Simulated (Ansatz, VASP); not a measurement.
## One calculation of TePb, two programs

Contents of INCAR:

```
SYSTEM = TePb
PREC = Accurate
ENCUT = 520
EDIFF = 1E-7
ISMEAR = 0
SIGMA = 0.01
LREAL = Auto
LASPH = .True.
NELM = 100
ALGO = Fast
ISIF = 2
LWAVE = .False.
LCHARG = .True.
GGA = PE
LELF = .True.
LVHAR = .True.
NBANDS = 94
```

The input KPOINTS:

```
Automatic mesh
0
Gamma
  4 4 4
  0 0 0
```

File POSCAR:

```
TePb
1.0
    0.0000000000      6.4620000000      6.4620000000
    6.4620000000      0.0000000000      6.4620000000
    6.4620000000      6.4620000000      0.0000000000
Te Pb
8 8
Direct
    0.2500000000      0.2500000000      0.2500000000
    0.2500000000      0.2500000000      0.7500000000
    0.2500000000      0.7500000000      0.2500000000
    0.2500000000      0.7500000000      0.7500000000
    0.7500000000      0.2500000000      0.2500000000
    0.7500000000      0.2500000000      0.7500000000
    0.7500000000      0.7500000000      0.2500000000
    0.7500000000      0.7500000000      0.7500000000
    0.0000000000      0.0000000000      0.0000000000
    0.0000000000      0.0000000000      0.5000000000
    0.0000000000      0.5000000000      0.0000000000
    0.0000000000      0.5000000000      0.5000000000
    0.5000000000      0.0000000000      0.0000000000
    0.5000000000      0.0000000000      0.5000000000
    0.5000000000      0.5000000000      0.0000000000
    0.5000000000      0.5000000000      0.5000000000
```

Input for Ansatz:

```yaml
crystal:
  lattice:
    - [0.0, 6.462, 6.462]
    - [6.462, 0.0, 6.462]
    - [6.462, 6.462, 0.0]
  atoms:
    - { symbol: Te, position: [0.25, 0.25, 0.25] }
    - { symbol: Pb, position: [0.0, 0.0, 0.0] }
    - { symbol: Te, position: [0.25, 0.25, 0.75] }
    - { symbol: Pb, position: [0.0, 0.0, 0.5] }
    - { symbol: Te, position: [0.25, 0.75, 0.25] }
    - { symbol: Pb, position: [0.0, 0.5, 0.0] }
    - { symbol: Te, position: [0.25, 0.75, 0.75] }
    - { symbol: Pb, position: [0.0, 0.5, 0.5] }
    - { symbol: Te, position: [0.75, 0.25, 0.25] }
    - { symbol: Pb, position: [0.5, 0.0, 0.0] }
    - { symbol: Te, position: [0.75, 0.25, 0.75] }
    - { symbol: Pb, position: [0.5, 0.0, 0.5] }
    - { symbol: Te, position: [0.75, 0.75, 0.25] }
    - { symbol: Pb, position: [0.5, 0.5, 0.0] }
    - { symbol: Te, position: [0.75, 0.75, 0.75] }
    - { symbol: Pb, position: [0.5, 0.5, 0.5] }
basis:
  ecutwfc: 420
  ecutrho_ratio: 4
kpoints:
  mp_grid: { grid: [4, 4, 4] }
hamiltonian:
  xc: pbe
scf:
  occupations: { method: fixed }
output:
  forces: true
  stress: false
  eigenvalues: true
  core_levels:
    shells: { Pb: "4f", Te: "3d" }
    counted_from: valence_top
    eps_inf: [25.246, 25.246, 25.246]
```

Alike in both runs: task single point; functional PBE; k mesh 4 × 4 × 4; no spin polarisation.

|  | VASP | Ansatz |
| --- | --- | --- |
| version | VASP 6.6.1 | Ansatz 0.2.0 |
| potentials or method | VASP PAW PBE potentials, release 64 (Te, Pb_d) | scalar-relativistic, plane waves, PAW |
| plane-wave cutoff (eV) | 520 | 420 |
| occupations | gaussian, width 0.01 eV | fixed |
| valence electrons in the cell | 160 | 240 |

|  | VASP | Ansatz | Ansatz less VASP |
| --- | --- | --- | --- |
| gap on the k mesh at the Fermi level (eV) | 0.74 | 0.73 | -0.005 |
| least direct gap on the mesh (eV) | 0.74 | 0.73 | -0.005 |

The two sets of potentials don't hold the same shells in valence.

Caveats: spin-orbit coupling is left out, which as a rule narrows the gap of such compounds by several tenths of an eV. A k mesh can miss the band edges.
